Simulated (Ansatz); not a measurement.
The calculation used Ansatz 0.2.0, DFT PBE, scalar-relativistic, plane waves, PAW. All cells share a 420 eV cutoff and Γ-centred k meshes spaced at most about 0.3 Å⁻¹ (about 0.25 or finer for metals, 2π included). No spin polarisation.

These are static total energies at zero pressure.

Compare these two cells of Ga3O4, each relaxed at this level.

A.

```
Ga O
1.0
     1.59953    0.92349   10.61384
    -1.59953    0.92349   10.61384
     0.00000   -1.84697   10.61384
Ga O
3 4
Direct
  0.23956 0.23956 0.23956
  0.76044 0.76044 0.76044
  0.00000 0.00000 0.00000
  0.89036 0.89036 0.89036
  0.30183 0.30183 0.30183
  0.10964 0.10964 0.10964
  0.69817 0.69817 0.69817
```

B.

```
Ga O
1.0
     4.56939    0.00000    0.00000
     0.00000    4.56939    0.00000
     0.00000    0.00000    4.56939
Ga O
3 4
Direct
  0.00000 0.00000 0.50000
  0.50000 0.00000 0.00000
  0.00000 0.50000 0.00000
  0.76715 0.76715 0.76715
  0.23285 0.23285 0.76715
  0.23285 0.76715 0.23285
  0.76715 0.23285 0.23285
```

Question: Which form is favoured at zero pressure, and by what margin per atom?

Answer: A is lower, by 35 meV/atom. A has space group R-3m (No. 166), 13.4 Å³/atom and no gap on its mesh; B has space group P-43m (No. 215), 13.6 Å³/atom and no gap. Counting O atoms around Ga (those within 1.25 times the shortest such distance or 1.15 times the sum of covalent radii, 1.27 where that leaves under three; a slash parts the counts of unlike sites), A has Ga 4/6 and B has Ga 4. Both come from invented guesses.

Weakly bound directions are ill-defined at this level, which has no dispersion term (R-3m), and this can change margins and order among such cells. In R-3m, P-43m an odd number of electrons in the primitive cell allows no gap without spin; a larger cell or a magnetic state could open one. A magnetic state wasn't ruled out in cells without spin, among them R-3m, P-43m. Cells relaxed within their symmetry can be saddle points.
